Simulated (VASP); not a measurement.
# I (C2/m) in VASP: a series of runs

The runs below take I through single point, with r2SCAN.

Program: VASP 6.6.1. These are calculated values, not measurements. Logs are shortened: lines on timing, memory, paths and dates and some standing lists are left out, and cuts for length are marked.

### Step 1. The crystal as given

It takes space group C2/m (No. 12, monoclinic). Conventional cell: a = 5.077 Å, b = 7.413 Å, c = 2.880 Å, α = 90.00°, β = 124.24°, γ = 90.00°. I (site symmetry 2/m) has 2 I at 2.88 Å as nearest neighbours.

### Step 2. Single point, r2SCAN

The input, INCAR:

```
PREC     = Accurate       # precision mode
ENCUT    = 900            # plane-wave cutoff, eV
EDIFF    = 1E-8           # SCF threshold, eV
ISMEAR   = 0              # smearing method
SIGMA    = 0.02           # smearing width, eV
LREAL    = F              # projectors in reciprocal space
LASPH    = T              # aspherical terms in the spheres
NELM     = 100            # most SCF steps
ALGO     = Normal         # electronic algorithm
ISIF     = 2              # what is computed and relaxed
LWAVE    = F              # write WAVECAR
LCHARG   = F              # write CHGCAR
METAGGA  = R2SCAN         # meta-GGA
LMIXTAU  = T            
NBANDS   = 10             # bands
ADDGRID  = F
```

The input, KPOINTS:

```
Automatic mesh
0
Gamma
  11 11 16
```

The input, POSCAR:

```
I
1.0
    2.5383465792     -3.7066249365      0.0000000000
    2.5383465792      3.7066249365      0.0000000000
   -1.6208748370      0.0000000000      2.3810977968
I
1
Direct
    0.5000000000      0.5000000000      0.5000000000
```

Potentials or basis: VASP PAW PBE potentials, release 64 (I).

The run is started by

```sh
cat potpaw_PBE.64/I/POTCAR > POTCAR
mpirun -np 1 vasp_std > vasp.out
```

OUTCAR:

```text
PREC = Accurate
   ENCUT = 900
   EDIFF = 1E-8
   ISMEAR = 0
   LREAL = F
   LASPH = T
   NELM = 100
   ISIF = 2
   METAGGA = R2SCAN

 ion  position               nearest neighbor table
   1  0.500  0.500  0.500-

  LATTYP: Found a base centered monoclinic cell.
 ALAT       =     5.0766931584
 B/A-ratio  =     1.4602517114
 C/A-ratio  =     0.5673826054
 COS(beta)  =    -0.5627202553

  Lattice vectors:

 A1 = (   2.5383465792,  -3.7066249365,   0.0000000000)
 A2 = (   2.5383465792,   3.7066249365,   0.0000000000)
 A3 = (  -1.6208748370,   0.0000000000,   2.3810977968)

Analysis of symmetry for initial positions (statically):
=====================================================================
 Subroutine PRICEL returns:
 Original cell was already a primitive cell.

 Routine SETGRP: Setting up the symmetry group for a
 base centered monoclinic supercell.

 Subroutine GETGRP returns: Found  4 space group operations
 (whereof  4 operations were pure point group operations)
 out of a pool of  4 trial point group operations.

The static configuration has the point symmetry C_2h.

Analysis of symmetry for dynamics (positions and initial velocities):
=====================================================================
 Subroutine PRICEL returns:
 Original cell was already a primitive cell.

 Routine SETGRP: Setting up the symmetry group for a
 base centered monoclinic supercell.

 Subroutine GETGRP returns: Found  4 space group operations
 (whereof  4 operations were pure point group operations)
 out of a pool of  4 trial point group operations.

The dynamic configuration has the point symmetry C_2h.

 Subroutine INISYM returns: Found  4 space group operations
 (whereof  4 operations are pure point group operations),
 and found     1 'primitive' translations

----------------------------------------------------------------------------------------

                                     Primitive cell

  volume of cell :      44.8061

  direct lattice vectors                    reciprocal lattice vectors
     2.538346579 -3.706624936  0.000000000     0.196978618 -0.134893605  0.134088438
     2.538346579  3.706624936  0.000000000     0.196978618  0.134893605  0.134088438
    -1.620874837  0.000000000  2.381097797     0.000000000  0.000000000  0.419974350

  length of vectors
     4.492468339  4.492468339  2.880427391     0.273818498  0.273818498  0.419974350

  position of ions in fractional coordinates (direct lattice)
     0.500000000  0.500000000  0.500000000

  ion indices of the primitive-cell ions
   primitive index   ion index
                 1           1

----------------------------------------------------------------------------------------

 KPOINTS: Automatic mesh

Automatic generation of k-mesh.
 Grid dimensions read from file:
 generate k-points for:   11   11   16

 Generating k-lattice:

  Cartesian coordinates                     Fractional coordinates (reciprocal lattice)
     0.017907147 -0.012263055  0.012189858     0.090909091  0.000000000  0.000000000
     0.017907147  0.012263055  0.012189858     0.000000000  0.090909091  0.000000000
     0.000000000  0.000000000  0.026248397     0.000000000  0.000000000  0.062500000

  Length of vectors
     0.024892591  0.024892591  0.026248397

  Shift w.r.t. Gamma in fractional coordinates (k-lattice)
     0.000000000  0.000000000  0.000000000

 Subroutine IBZKPT returns following result:
 ===========================================

 Found    534 irreducible k-points:

 Following reciprocal coordinates:
            Coordinates               Weight
  0.000000  0.000000  0.000000      1.000000
  0.090909  0.000000 -0.000000      4.000000
  0.181818 -0.000000 -0.000000      4.000000
  0.272727 -0.000000 -0.000000      4.000000
  0.363636  0.000000 -0.000000      4.000000
  0.454545 -0.000000 -0.000000      4.000000
[... 16 lines left out ...]
 -0.272727  0.181818  0.000000      4.000000
 -0.181818  0.181818  0.000000      2.000000
 [... further k-points ...]
   k-points           NKPTS =    534   k-points in BZ     NKDIM =    534   number of bands    NBANDS=     10
   number of dos      NEDOS =    301   number of ions     NIONS =      1
   total plane-waves  NPLWV =  64512
   dimension x,y,z NGX =    48 NGY =   48 NGZ =   28
   dimension x,y,z NGXF=    96 NGYF=   96 NGZF=   56
   ions per type =               1
   NGX,Y,Z   is equivalent  to a cutoff of  17.76, 17.76, 16.16 a.u.
   NGXF,Y,Z  is equivalent  to a cutoff of  35.53, 35.53, 32.32 a.u.
 SYSTEM =  unknown system
   PREC   = accura    normal or accurate (medium, high low for compatibility)
   ISTART =      0    job   : 0-new  1-cont  2-samecut
   ICHARG =      2    charge: 1-file 2-atom 10-const
   ISPIN  =      1    spin polarized calculation?
   LNONCOLLINEAR =      F non collinear calculations
   LSORBIT =      F    spin-orbit coupling
   LASPH  =      T    aspherical Exc in radial PAW
   ENCUT  =  900.0 eV  66.15 Ry    8.13 a.u.  10.99 10.99  7.05*2*pi/ulx,y,z
   NELM   =    100;   NELMIN=  2; NELMDL= -5     # of ELM steps
   EDIFF  = 0.1E-07   stopping-criterion for ELM
   LREAL  =      F    real-space projection
   EDIFFG = 0.1E-06   stopping-criterion for IOM
   NSW    =      0    number of steps for IOM
   IBRION =     -1    ionic relax: 0-MD 1-quasi-New 2-CG
[... 8 lines left out ...]
   EMIN   =  10.00;   EMAX   =-10.00  energy-range for DOS
   EFERMI =   0.00;   METHOD = LEGACY
   ISMEAR =     0;   SIGMA  =   0.02  broadening in eV -4-tet -1-fermi 0-gaus
   EFERMI_NEDOS =   21; number of points for ismear=-14 and -15
   IALGO  =     38    algorithm
   IMIX   =      4    mixing-type and parameters
     AMIX     =   0.40;   BMIX     =  1.00
     AMIX_MAG =   1.60;   BMIX_MAG =  1.00
  volume/ion in A,a.u.               =      44.81       302.37
  Fermi-wavevector in a.u.,A,eV,Ry     =   0.881716  1.666201 10.577477  0.777423
  Thomas-Fermi vector in A             =   2.002249
   LORBIT       =      0    0 simple, 1 ext, 2 COOP (PROOUT), +10 PAW based schemes
   METAGGA = R2SCAN    functional components
   LHFCALC =     F    Hartree Fock is set to
   AEXX    =    0.0000 exact exchange contribution
   IVDW    =     0    specifies the selected vdW correction
   LEPSILON=     F    determine dielectric tensor
   LRPA    =     F    only Hartree local field effects (RPA)
 non-spin polarized calculation
 Gauss-broadening in eV      SIGMA  =   0.02
  energy-cutoff  :      900.00
  volume of cell :       44.81
 maximum number of plane-waves:      2768
 NGX is ok and might be reduce to    48
   NGX = 21   NGY = 21   NGZ = 15

 number of electron       7.0000000 magnetization

 Free energy of the ion-electron system (eV)
  ---------------------------------------------------
  ext. energy  EPLUGINS =         0.00000000
  ---------------------------------------------------
  free energy    TOTEN  =       -24.44193480 eV

  energy without entropy =      -24.44189761  energy(sigma->0) =      -24.44191621

 E-fermi :   1.8234     XC(G=0):  -8.1488

 val. band max:        1.8109434922   @ k =  -0.1818  -0.2727   0.3750
 cond. band min:       1.8461506400   @ k =  -0.3636   0.0000   0.3750
 fundamental gap:      0.0352071478
 Fermi energy:         1.8233932873

 k-point     1 :       0.0000    0.0000    0.0000
  band No.  band energies     occupation
      1     -12.1838      2.00000
      2       0.2396      2.00000
      3       0.2498      2.00000
      4       6.1689      0.00000
      5       6.7317      0.00000
      6      10.2550      0.00000
      7      10.5737      0.00000
      8      13.2198      0.00000
      9      13.3604      0.00000
     10      18.6703      0.00000

 k-point     2 :       0.0909    0.0000   -0.0000
  band No.  band energies     occupation
      1     -12.1616      2.00000
      2       0.0254      2.00000
      3       0.1982      2.00000
      4       6.1702      0.00000
      5       7.0527      0.00000
      6      10.0716      0.00000
      7      10.5699      0.00000
      8      13.3597      0.00000
      9      13.9401      0.00000
     10      18.7488      0.00000

 k-point     3 :       0.1818   -0.0000   -0.0000
  band No.  band energies     occupation
      1     -12.1008      2.00000
      2      -0.4989      2.00000
      3       0.0853      2.00000
      4       6.1737      0.00000
      5       7.7270      0.00000
      6       9.6340      0.00000
      7      11.1751      0.00000
      8      13.3618      0.00000
      9      15.4888      0.00000
     10      18.9333      0.00000

 k-point     4 :       0.2727   -0.0000   -0.0000
  band No.  band energies     occupation
      1     -12.0185      2.00000
      2      -1.0821      2.00000
      3      -0.0543      2.00000
      4       6.1785      0.00000
      5       7.8981      0.00000
      6      10.1532      0.00000
      7      12.1605      0.00000
      8      13.3665      0.00000
      9      17.4171      0.00000
     10      19.0218      0.00000
[... 222 lines left out ...]
 k-point    22 :      -0.3636    0.1818    0.0000
  band No.  band energies     occupation
      1     -11.9893      2.00000
      2      -1.1441      2.00000
      3      -0.3183      2.00000
      4       6.0870      0.00000
      5       9.0499      0.00000
      6       9.1035      0.00000
      7      12.8044      0.00000
      8      13.5385      0.00000
      9      18.0844      0.00000
     10      18.6475      0.00000

 k-point    23 :      -0.2727    0.1818    0.0000
  band No.  band energies     occupation
      1     -12.0589      2.00000
      2      -0.7998      2.00000
      3      -0.0419      2.00000
      4       6.0880      0.00000
      5       8.1670      0.00000
      6       9.4198      0.00000
      7      12.0341      0.00000
      8      13.1292      0.00000
      9      16.4245      0.00000
     10      19.4180      0.00000

 k-point    24 :      -0.1818    0.1818    0.0000
  band No.  band energies     occupation
      1     -12.1085      2.00000
      2      -0.4737      2.00000
      3       0.1129      2.00000
      4       6.1073      0.00000
      5       7.6780      0.00000
      6       9.5857      0.00000
      7      11.3692      0.00000
      8      13.1653      0.00000
      9      15.2583      0.00000
     10      19.1696      0.00000

 [... further k-points ...]
[... 5 lines left out ...]
  --------------------------------------------------------------------------------------
  -------------------------------------------------------------------------------------
  Total        0.1050678      0.0462899      0.3238176      0.0000000      0.0000000     -0.2974218
  in kB        3.7570186      1.6552358     11.5790853      0.0000000      0.0000000    -10.6352238
  external PRESSURE =       5.6637799 kB  Pullay stress =       0.0000000 kB

 VOLUME and BASIS-vectors are now :
 -----------------------------------------------------------------------------
  energy-cutoff  :      900.00
  volume of cell :       44.81
      direct lattice vectors                 reciprocal lattice vectors
     2.538346579 -3.706624936  0.000000000     0.196978618 -0.134893605  0.134088438
     2.538346579  3.706624936  0.000000000     0.196978618  0.134893605  0.134088438
    -1.620874837  0.000000000  2.381097797     0.000000000  0.000000000  0.419974350

 POSITION                                       TOTAL-FORCE (eV/Angst)
 -----------------------------------------------------------------------------------
      1.72791      0.00000      1.19055         0.000000      0.000000      0.000000
 -----------------------------------------------------------------------------------
    total drift:                               -0.000000     -0.000000     -0.000000

  FREE ENERGIE OF THE ION-ELECTRON SYSTEM (eV)
  ---------------------------------------------------
  free  energy   TOTEN  =       -24.4419348037 eV

  energy  without entropy=      -24.4418976134  energy(sigma->0) =      -24.44191621
```

Wall time 26 min (1 thread of Intel Xeon Platinum 8375C at 2.90GHz (Ice Lake), shared host); peak memory 0.65 GiB.

What came out:

```yaml
Free_energy: -24.4419 eV
Pressure: 0.6 GPa
Band_gap_on_the_k_mesh: none (metal or under the smearing width)
```

Levels at points of the mesh, in eV from the Fermi level:
```
           k point  band 1  band 2  band 3  band 4  band 5  band 6  band 7  band 8
(0.00, 0.00, 0.00)  -14.01   -1.58   -1.57    4.35    4.91    8.43    8.75   11.40
(0.00, 0.00, 0.50)  -10.76   -5.65   -0.93   -0.13    5.62    6.81   12.19   12.56
```

Caveat: the PAW data sets were made with another functional, which shifts forces and pressure a little; an odd number of electrons without spin polarisation forces a metal; a magnetic or distorted state may lie lower. The run has no spin-orbit coupling, so splittings on I are missing.

### Step 3. Single point, r2SCAN

INCAR: that of step 2 with these lines changed.

```diff
@@ -1,6 +1,6 @@
 PREC     = Accurate       # precision mode
-ENCUT    = 900            # plane-wave cutoff, eV
-EDIFF    = 1E-8           # SCF threshold, eV
+ENCUT    = 220            # plane-wave cutoff, eV
+EDIFF    = 1E-6           # SCF threshold, eV
 ISMEAR   = 0              # smearing method
-SIGMA    = 0.02           # smearing width, eV
+SIGMA    = 0.05           # smearing width, eV
 LREAL    = F              # projectors in reciprocal space
```

The input, KPOINTS:

```
Automatic mesh
0
Gamma
  4 4 5
```

POSCAR is that of step 2.

Potentials or basis: VASP PAW PBE potentials, release 64 (I).

The run is started by

```sh
cat potpaw_PBE.64/I/POTCAR > POTCAR
mpirun -np 1 vasp_std > vasp.out
```

OUTCAR:

```text
PREC = Accurate
   ENCUT = 220
   EDIFF = 1E-6
   ISMEAR = 0
   LREAL = F
   LASPH = T
   NELM = 100
   ISIF = 2
   METAGGA = R2SCAN

 Found     27 irreducible k-points:

 Following reciprocal coordinates:
            Coordinates               Weight
  0.000000  0.000000  0.000000      1.000000
  0.250000  0.000000  0.000000      4.000000
  0.500000  0.000000  0.000000      2.000000
  0.250000  0.250000  0.000000      2.000000
  0.500000  0.250000 -0.000000      4.000000
 -0.250000  0.250000  0.000000      2.000000
[... 146 lines left out ...]
      5       7.8828      0.00000
      6       9.8861      0.00000
      7      12.0482      0.00000
      8      13.0674      0.00000
      9      16.6112      0.00000
     10      19.6130      0.00000

 [... further k-points ...]
[... 5 lines left out ...]
  --------------------------------------------------------------------------------------
  -------------------------------------------------------------------------------------
  Total        0.5233284     -0.1414645      1.1617268      0.0000000      0.0000000     -0.9903707
  in kB       18.7132004     -5.0584957     41.5410802      0.0000000      0.0000000    -35.4137238
  external PRESSURE =      18.3985950 kB  Pullay stress =       0.0000000 kB

 VOLUME and BASIS-vectors are now :
 -----------------------------------------------------------------------------
  energy-cutoff  :      220.00
  volume of cell :       44.81
      direct lattice vectors                 reciprocal lattice vectors
     2.538346579 -3.706624936  0.000000000     0.196978618 -0.134893605  0.134088438
     2.538346579  3.706624936  0.000000000     0.196978618  0.134893605  0.134088438
    -1.620874837  0.000000000  2.381097797     0.000000000  0.000000000  0.419974350

 POSITION                                       TOTAL-FORCE (eV/Angst)
 -----------------------------------------------------------------------------------
      1.72791      0.00000      1.19055         0.000000     -0.000000      0.000000
 -----------------------------------------------------------------------------------
    total drift:                               -0.000000     -0.000000     -0.000000

  FREE ENERGIE OF THE ION-ELECTRON SYSTEM (eV)
  ---------------------------------------------------
  free  energy   TOTEN  =       -24.0695522006 eV

  energy  without entropy=      -24.0633859584  energy(sigma->0) =      -24.06646908
```

OSZICAR:

```text
N       E                     dE             d eps       ncg     rms          rms(c)
DAV:   1    -0.705546733783E+01   -0.70555E+01   -0.16521E+03   564   0.253E+02
DAV:   2    -0.247829136769E+02   -0.17727E+02   -0.17522E+02   662   0.692E+01
DAV:   3    -0.254419911293E+02   -0.65908E+00   -0.63140E+00   668   0.140E+01
[... 11 lines left out ...]
DAV:  15    -0.240695595005E+02   -0.37150E-05   -0.37370E-06   660   0.125E-02    0.865E-02
DAV:  16    -0.240695628282E+02   -0.33277E-05   -0.41003E-06   568   0.131E-02    0.920E-02
DAV:  17    -0.240695565572E+02    0.62711E-05   -0.44655E-06   572   0.137E-02    0.827E-02
DAV:  18    -0.240695526726E+02    0.38846E-05   -0.43389E-05   570   0.339E-02    0.293E-02
DAV:  19    -0.240695522006E+02    0.47192E-06   -0.59198E-06   558   0.169E-02
   1 F= -.24069552E+02 E0= -.24066469E+02  d E =-.616624E-02
```

stdout:

```text
POSCAR found type information on POSCAR I
 POSCAR found :  1 types and       1 ions
 scaLAPACK will be used
 -----------------------------------------------------------------------------
|                                                                             |
|                                                                             |
|     You enforced a specific xc type in the INCAR file but a different       |
|     I HOPE YOU KNOW WHAT YOU ARE DOING!                                     |
|                                                                             |
 -----------------------------------------------------------------------------

 LDA part: xc-table for (None), standard interpolation
 POSCAR, INCAR and KPOINTS ok, starting setup
 FFT: planning ... GRIDC
 FFT: planning ... GRID_SOFT
 FFT: planning ... GRID
 WAVECAR not read
 entering main loop
```

It took 15 s on 1 thread of Intel Xeon Platinum 8375C at 2.90GHz (Ice Lake), shared host; peak memory 0.12 GiB.

These settings aren't checked as converged: the numbers below hold their error.

Results:

- Free energy: -24.0696 eV
- Pressure: 1.8 GPa
- Band gap on the k mesh: none (metal or under the smearing width)

Caveat: the k mesh is coarse (spacing up to 0.53 Å⁻¹), so the values aren't converged; the PAW data sets were made with another functional, which shifts forces and pressure a little; an odd number of electrons without spin polarisation forces a metal; a magnetic or distorted state may lie lower.

### Step 4. The reference run

An earlier run on the cell as given: functional PBE; potentials or basis VASP PAW PBE potentials, release 64 (I); cutoff 520 eV; k mesh 7 × 7 × 11; occupations fermi-dirac, width 0.05 eV; no spin polarisation.

* Pressure: 1.1 GPa
* Band gap on the k mesh: none (metal or under the smearing width)
